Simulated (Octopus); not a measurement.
Write the native input for Octopus 16.4 that does the following.

```
Task                    : single point
Functional              : PBE
Potentials or basis     : pseudodojo_pbe (PseudoDojo 0.5, PBE)
Grid spacing            : 0.127 Å
k mesh                  : 10 × 10 × 10
Occupations             : fermi-dirac, width 0.05 eV
Spin                    : no spin polarisation
Eigensolver             : chebyshev_filter
k-point symmetries used : yes
ConvRelDens             : 3e-07
ExtraStates             : 8
DerivativesOrder        : 8
```

CuO:

```xyz
2
Lattice="0.0000 2.3273 2.3273 2.3273 0.0000 2.3273 2.3273 2.3273 0.0000" Properties=species:S:1:pos:R:3 pbc="T T T"
Cu    0.0000    0.0000    0.0000
O     1.1636    1.1636    1.1636
```

Measurements of this composition are mostly on another form, of space group No. 15.

One way to write it, as run:

inp

```
CalculationMode = gs
UnitsOutput = eV_Angstrom
PeriodicDimensions = 3
ExperimentalFeatures = yes
PseudopotentialSet = pseudodojo_pbe
%LatticeParameters
 1*angstrom | 1*angstrom | 1*angstrom
%
%LatticeVectors
 0 | 2.32725273 | 2.32725273
 2.32725273 | 0 | 2.32725273
 2.32725273 | 2.32725273 | 0
%
%ReducedCoordinates
 "Cu" | 0 | 0 | 0
 "O" | 0.25 | 0.25 | 0.25
%
%Spacing
 0.12658586*angstrom | 0.12658586*angstrom | 0.12658586*angstrom
%
DerivativesOrder = 8
%KPointsGrid
 10 | 10 | 10
%
KPointsUseSymmetries = yes
XCFunctional = gga_x_pbe + gga_c_pbe
SmearingFunction = fermi_dirac
Smearing = 0.05*eV
ExtraStates = 8
Eigensolver = chebyshev_filter
ConvRelDens = 3e-7
MaximumIter = 120
```

Potentials or basis: pseudodojo_pbe (PseudoDojo 0.5, PBE).

The run is started by

```console
$ OMP_NUM_THREADS=1 octopus > out.log
```

Results of the run:

```json
{
 "Band gap on the k mesh": "none (metal or under the smearing width)"
}
```

Caveat: an odd number of electrons without spin polarisation forces a metal; a magnetic or distorted state may lie lower; the run has no spin polarisation, though such a crystal can be magnetic; semilocal functionals often make such compounds metallic where correlation or magnetic order opens a gap, which also shifts bond lengths.

It took 19 min on 1 thread of Arm Neoverse N1, on a shared host, peak memory 1.1 GiB.
